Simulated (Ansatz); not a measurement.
# Levels of theory for Ga2O3 (A-La2O3 type)

All numbers come from the PAW code Ansatz. Note: simulated data, non-magnetic, for a generated structure that need not be the stable one.

The cell is Ga2O3, A-La2O3 type; cell and atoms were relaxed with r2SCAN. The symmetry is P-3m1 (No. 164, trigonal); conventional cell a = 2.991 Å, c = 6.846 Å, 10.61 Å³ an atom. Ga is surrounded by 6 O at 1.87–2.22 Å; O is surrounded by 6 Ga at 2.22 Å; O is surrounded by 3 Ga at 1.87 Å.

```cif
data_structure
_symmetry_space_group_name_H-M 'P-3m1'
_symmetry_Int_Tables_number 164
_cell_length_a 2.9909
_cell_length_b 2.9909
_cell_length_c 6.8458
_cell_angle_alpha 90.000
_cell_angle_beta 90.000
_cell_angle_gamma 120.000
_cell_volume 53.04
loop_
_atom_site_label
_atom_site_type_symbol
_atom_site_symmetry_multiplicity
_atom_site_Wyckoff_symbol
_atom_site_fract_x
_atom_site_fract_y
_atom_site_fract_z
_atom_site_occupancy
Ga1 Ga 2 d 0.33333 0.66667 0.20392 1
O1 O 1 a 0.00000 0.00000 0.00000 1
O2 O 2 d 0.33333 0.66667 0.69160 1
```

Relaxed lattice by functional, symmetry kept:

| functional | k mesh | a (Å) | c (Å) | volume (Å³/atom) |
| --- | --- | --- | --- | --- |
| PBE | 12×12×6 | 3.025 | 7.506 | 11.89 |
| r2SCAN | 12×12×4 | 2.991 | 6.846 | 10.61 |
| PBEsol | 12×12×4 | 2.993 | 6.996 | 10.85 |
| LDA | 12×12×4 | 2.971 | 6.595 | 10.09 |

Gaps on the r2SCAN cell, each the least over its mesh and the special points:
```
   level   k mesh  gap (eV)    kind  edges  least direct gap (eV)
     LDA  12×12×4      2.40  direct      Γ                   2.40
     PBE  12×12×4      2.51  direct      Γ                   2.51
 PBE+SOC  12×12×4      2.51  direct      Γ                   2.51
  r2SCAN  12×12×4      3.12  direct      Γ                   3.12
   HSE06    6×6×2      4.19  direct      Γ                   4.19
DDH-PBE0    6×6×2      4.88  direct      Γ                   4.88
    PBE0    6×6×2      4.91  direct      Γ                   4.91
 r2SCAN0    6×6×2      5.34  direct      Γ                   5.34
```
PBE: smearing of 0.02 eV; the others have fixed occupations.
Wave cutoffs: 420 eV, 500 eV (r2SCAN, r2SCAN0).

With HSE06 the gap is 4.19 eV and direct, at Γ. Spin-orbit coupling changes the PBE gap by 0.00 eV, to 2.51 eV.

r2SCAN covers 36 % of the step from PBE to HSE06. For gaps to 0.1 eV, spin-orbit coupling (up to 0.01 eV here) can be left out. All these functionals give a gap of the same kind, direct.

On the PBEsol cell (a = 2.993 Å, c = 6.996 Å), with PBEsol: One optical level at Γ is imaginary (84i cm⁻¹, printed negative), so this structure is unstable at this level. The clamped-ion dielectric constant comes out as 4.40 along x and y, 3.34 along z. Born charges, averaged over directions: Ga +2.97, O -2.29 to -1.82 e.

Only the levels marked +SOC include spin-orbit coupling.

The meshes of the hybrids are coarse, so their gaps aren't converged to the digits shown.
